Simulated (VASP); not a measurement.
# BN (F-43m) in VASP: settings compared, part 3 of 3

VASP 6.6.1. Earlier steps stand in the parts before.

## (6) Born charges and dielectric tensor, LDA

Contents of INCAR:

```
  PREC = Accurate
  ENCUT = 520
  EDIFF = 1E-8
  ISMEAR = -1
  SIGMA = 0.05
  LREAL = False
  LASPH = True
  NELM = 100
  ALGO = Normal
  ISIF = 2
  LWAVE = False
  LCHARG = False
  GGA = CA
  LEPSILON = True
  IBRION = 8
```

Contents of KPOINTS:

```
Automatic mesh
0
Gamma
  13 13 13
```

Contents of POSCAR:

```
BN
1.0
    0.0000000000      1.8130010000      1.8130010000
    1.8130010000      0.0000000000      1.8130010000
    1.8130010000      1.8130010000      0.0000000000
N B
1 1
Direct
    0.2500000000      0.2500000000      0.2500000000
    0.0000000000      0.0000000000      0.0000000000
```

Potentials or basis: VASP PAW LDA potentials, release 64 (N, B).

Started as:

```
$ cat potpaw_LDA.64/N/POTCAR potpaw_LDA.64/B/POTCAR > POTCAR
$ mpirun -np 1 vasp_std > vasp.out
```

OUTCAR:

```text
PREC = Accurate
   ENCUT = 520
   EDIFF = 1E-8
   ISMEAR = -1
   LREAL = False
   LASPH = True
   NELM = 100
   ISIF = 2
   GGA = CA
   LEPSILON = True
   IBRION = 8

 ion  position               nearest neighbor table
   1  0.250  0.250  0.250-   2 1.57   2 1.57   2 1.57   2 1.57
   2  0.000  0.000  0.000-   1 1.57   1 1.57   1 1.57   1 1.57

  LATTYP: Found a face centered cubic cell.
 ALAT       =     3.6260020000

  Lattice vectors:

 A1 = (   0.0000000000,   1.8130010000,   1.8130010000)
 A2 = (   1.8130010000,   0.0000000000,   1.8130010000)
 A3 = (   1.8130010000,   1.8130010000,   0.0000000000)

Analysis of symmetry for initial positions (statically):
=====================================================================
 Subroutine PRICEL returns:
 Original cell was already a primitive cell.

 Routine SETGRP: Setting up the symmetry group for a
 face centered cubic supercell.

 Subroutine GETGRP returns: Found 24 space group operations
 (whereof 24 operations were pure point group operations)
 out of a pool of 48 trial point group operations.

The static configuration has the point symmetry T_d .

Analysis of symmetry for dynamics (positions and initial velocities):
=====================================================================
 Subroutine PRICEL returns:
 Original cell was already a primitive cell.

 Routine SETGRP: Setting up the symmetry group for a
 face centered cubic supercell.

 Subroutine GETGRP returns: Found 24 space group operations
 (whereof 24 operations were pure point group operations)
 out of a pool of 48 trial point group operations.

The dynamic configuration has the point symmetry T_d .

 Subroutine INISYM returns: Found 24 space group operations
 (whereof 24 operations are pure point group operations),
 and found     1 'primitive' translations

----------------------------------------------------------------------------------------

                                     Primitive cell

  volume of cell :      11.9186

  direct lattice vectors                    reciprocal lattice vectors
     0.000000000  1.813001000  1.813001000    -0.275785838  0.275785838  0.275785838
     1.813001000  0.000000000  1.813001000     0.275785838 -0.275785838  0.275785838
     1.813001000  1.813001000  0.000000000     0.275785838  0.275785838 -0.275785838

  length of vectors
     2.563970603  2.563970603  2.563970603     0.477675083  0.477675083  0.477675083

  position of ions in fractional coordinates (direct lattice)
     0.250000000  0.250000000  0.250000000
[... 454 lines left out ...]
 -----------------------------------------------------------------------------
    -0.00045 -1.02692  0.00000
    -1.02692 -0.00045  0.00000
     0.00000  0.00000  0.00033

--------------------------------------- Ionic step        4  -------------------------------------------

------------------------ aborting loop because EDIFF is reached ----------------------------------------

[... ionic steps 5 to 6 ...]

--------------------------------------- Ionic step        7  -------------------------------------------

 Free energy of the ion-electron system (eV)
  ---------------------------------------------------
  ---------------------------------------------------
  free energy    TOTEN  =        -0.03594512 eV

  energy without entropy =       -0.03594512

------------------------ aborting loop because EDIFF is reached ----------------------------------------

 INTERNAL STRAIN TENSOR  FOR ION    2  DIRECTION 1   (eV/Angst):
 -----------------------------------------------------------------------------
     0.01289  0.00000  0.00000
     0.00000 -0.00632  0.89092
     0.00000  0.89092 -0.00632

 MACROSCOPIC STATIC DIELECTRIC TENSOR (including local field effects in DFT)
 ------------------------------------------------------
           4.599452    -0.000000     0.000000
           0.000000     4.599452     0.000000
          -0.000000    -0.000000     4.599452
 ------------------------------------------------------

 PIEZOELECTRIC TENSOR (including local field effects)  for field in x, y, z        (e  Angst)
          XX          YY          ZZ          XY          YZ          ZX
  --------------------------------------------------------------------------------
  x     0.00000     0.00000    -0.00000     0.00000    -0.76439     0.00000
  y    -0.00000     0.00000     0.00000     0.00000     0.00000    -0.76439
  z     0.00000    -0.00000     0.00000    -0.76439     0.00000     0.00000

 PIEZOELECTRIC TENSOR (including local field effects)  for field in x, y, z        (C/m^2)
          XX          YY          ZZ          XY          YZ          ZX
  --------------------------------------------------------------------------------
  x     0.00000     0.00000    -0.00000     0.00000    -1.02754     0.00000
  y    -0.00000     0.00000     0.00000     0.00000     0.00000    -1.02754
  z     0.00000    -0.00000     0.00000    -1.02754     0.00000     0.00000

 BORN EFFECTIVE CHARGES (including local field effects) (in |e|, cummulative output)
 ---------------------------------------------------------------------------------
 ion    1
    1    -1.89071     0.00000     0.00000
    2     0.00000    -1.89071     0.00000
    3     0.00000     0.00000    -1.89071
 ion    2
    1     1.89071     0.00000     0.00000
    2     0.00000     1.89071     0.00000
    3     0.00000     0.00000     1.89071

 INTERNAL STRAIN TENSOR FOR ION    2 for displacements in x,y,z  (eV/Angst):
          X           Y           Z          XY          YZ          ZX
  --------------------------------------------------------------------------------
  x    -0.00000    -0.00000    -0.00000     0.00000     0.89092     0.00000
  y    -0.00000    -0.00000    -0.00000     0.00000     0.00000     0.89092
  z    -0.00000    -0.00000    -0.00000     0.89092     0.00000     0.00000

 SECOND DERIVATIVES (NOT SYMMETRIZED)
 ------------------------------------
               1X          1Y          1Z          2X          2Y          2Z
  1X   -23.417258    0.000000    0.000000   23.417258    0.000000    0.000000
  1Y     0.000000  -23.417258    0.000000    0.000000   23.417258    0.000000
  1Z     0.000000    0.000000  -23.417258    0.000000    0.000000   23.417258
  2X    23.412786    0.000000    0.000000  -23.412786    0.000000    0.000000
  2Y     0.000000   23.412786    0.000000    0.000000  -23.412786    0.000000
  2Z     0.000000    0.000000   23.412786    0.000000    0.000000  -23.412786

 Eigenvectors and eigenvalues of the dynamical matrix
 ----------------------------------------------------

   1 f  =   30.627657 THz   192.439241 2PiTHz 1021.628653 cm-1   126.665753 meV
             X         Y         Z           dx          dy          dz
      0.906501  0.906501  0.906501     0.000000    0.660124    0.000000
      0.000000  0.000000  0.000000     0.000000   -0.751157    0.000000
[... 21 lines left out ...]
   6 f/i=    0.001450 THz     0.009113 2PiTHz    0.048381 cm-1     0.005999 meV
             X         Y         Z           dx          dy          dz
      0.906501  0.906501  0.906501     0.000000    0.000000    0.751157
      0.000000  0.000000  0.000000     0.000000    0.000000    0.660124

--------------------------------------------------------------------------------------------------------

 MACROSCOPIC STATIC DIELECTRIC TENSOR IONIC CONTRIBUTION
 ------------------------------------------------------
           2.317912    -0.000000    -0.000000
          -0.000000     2.317912    -0.000000
          -0.000000    -0.000000     2.317912
 ------------------------------------------------------

 ELASTIC MODULI CONTR FROM IONIC RELAXATION (kBar)
 Direction    XX          YY          ZZ          XY          YZ          ZX
 --------------------------------------------------------------------------------
 XX          -0.0000      0.0000      0.0000     -0.0000      0.0000     -0.0000
 YY           0.0000     -0.0000     -0.0000     -0.0000     -0.0000      0.0000
 ZZ           0.0000     -0.0000     -0.0000      0.0000     -0.0000     -0.0000
 XY          -0.0000     -0.0000      0.0000     -5.3815      0.0000      0.0000
 YZ           0.0000     -0.0000     -0.0000      0.0000     -5.3815      0.0000
 ZX          -0.0000      0.0000     -0.0000      0.0000      0.0000     -5.3815
 --------------------------------------------------------------------------------

 PIEZOELECTRIC TENSOR IONIC CONTR  for field in x, y, z        (C/m^2)
          XX          YY          ZZ          XY          YZ          ZX
  --------------------------------------------------------------------------------
  x    -0.00000     0.00000     0.00000    -0.00000     0.10509    -0.00000
  y     0.00000    -0.00000     0.00000    -0.00000    -0.00000     0.10509
  z     0.00000     0.00000    -0.00000     0.10509    -0.00000    -0.00000
```

Run time: 4.8 min. Hardware: 1 thread of Intel Xeon Platinum 8175M at 2.50GHz (Skylake/Cascade Lake), shared host; peak memory 0.19 GiB.

What came out:

* Band gap on the k mesh: 4.41 eV, indirect (least direct gap 8.64 eV)
* Electronic dielectric tensor (diagonal): 4.60
* Born charges (mean of the diagonal): N -1.89; B +1.89 e
* Highest phonon frequency at Γ, LO-TO splitting left out: 1022 cm⁻¹

Phonon frequencies in cm⁻¹ (negative: imaginary):
```
              q point           frequencies
(0.000, 0.000, 0.000)  0 0 0 1022 1022 1022
```

Electronic dielectric tensor:
```
4.60 0.00 0.00
0.00 4.60 0.00
0.00 0.00 4.60
```

Born effective charge tensors (e):
atom 1, N
```
-1.89  0.00  0.00
 0.00 -1.89  0.00
 0.00  0.00 -1.89
```
atom 2, B
```
1.89 0.00 0.00
0.00 1.89 0.00
0.00 0.00 1.89
```

Caveat: an odd mesh through Γ misses points on the zone boundary, where band edges often lie.

## (7) For comparison

An earlier run on the cell as given: functional PBEsol; potentials or basis VASP PAW PBE potentials, release 64 (N, B); cutoff 520 eV; k mesh 13 × 13 × 13; occupations fermi-dirac, width 0.05 eV; no spin polarisation.

* Pressure: -5.7 GPa
* Band gap on the k mesh: 4.34 eV, indirect (least direct gap 8.72 eV)

## (8) Summary

| task | level | potentials or basis | cell | k mesh | cutoff (eV) | smearing | ladder | grid for exact exchange (PRECFOCK) | exchange at q = 0 | share of exact exchange | ions in elastic constants | gap on the mesh (eV) | pressure (GPa) |
| --- | --- | --- | --- | --- | --- | --- | --- | --- | --- | --- | --- | --- | --- |
| band structure | HSE03 | VASP PAW PBE potentials, release 64 (N, B) | as given | 8 × 8 × 8 | 520 | gaussian 0.02 eV | gaps | Fast | - | - | - | 5.53 | -8.8 |
| band structure | r2SCAN-EpsX | VASP PAW PBE potentials, release 64 (N, B) | as given | 8 × 8 × 8 | 520 | gaussian 0.02 eV | gaps | Fast | truncated | 0.2167 | - | 6.59 | -9.9 |
| phonons | LDA | VASP PAW LDA potentials, release 64 (N, B) | relaxed | 10 × 10 × 10 | 600 | fermi-dirac 0.05 eV | - | - | - | - | - | - | - |
| elastic constants | LDA | VASP PAW LDA potentials, release 64 (N, B) | relaxed | 10 × 10 × 10 | 600 | fermi-dirac 0.05 eV | - | - | - | - | relaxed | - | - |
| Born charges and dielectric tensor | LDA | VASP PAW LDA potentials, release 64 (N, B) | as given | 13 × 13 × 13 | 520 | fermi-dirac 0.05 eV | - | - | - | - | - | 4.41 | - |
| single point | PBEsol | VASP PAW PBE potentials, release 64 (N, B) | as given | 13 × 13 × 13 | 520 | fermi-dirac 0.05 eV | free | - | - | - | - | 4.34 | -5.7 |

Alike in all rows: no spin polarisation.

Caveats: the PAW data sets were made with another functional, which shifts forces and pressure a little (some runs); an odd mesh through Γ misses points on the zone boundary, where band edges often lie (some runs).

Total energies depend on the potentials used, so only differences within one code and one set of settings carry meaning.

## (9) Against experiment

Step 2. Measured gap of BN: 6.4 eV (indirect; 300 K; a printed reference work, monograph). This calculation gives 5.53 eV (-0.87 eV). The value is that of HSE03, without temperature or zero-point motion. The cell is a database's relaxed one, not the measured one, which moves gaps too.

Step 3. A measured gap of BN is 6.4 eV (indirect; 300 K; a printed reference work, monograph); the calculated 6.59 eV misses it by +0.19 eV. The value is that of r2SCAN-EpsX, without temperature or zero-point motion. The cell is a database's relaxed one, not the measured one, which moves gaps too.

Step 6. The gap isn't set beside the measured one, since this odd mesh misses points on the zone boundary.
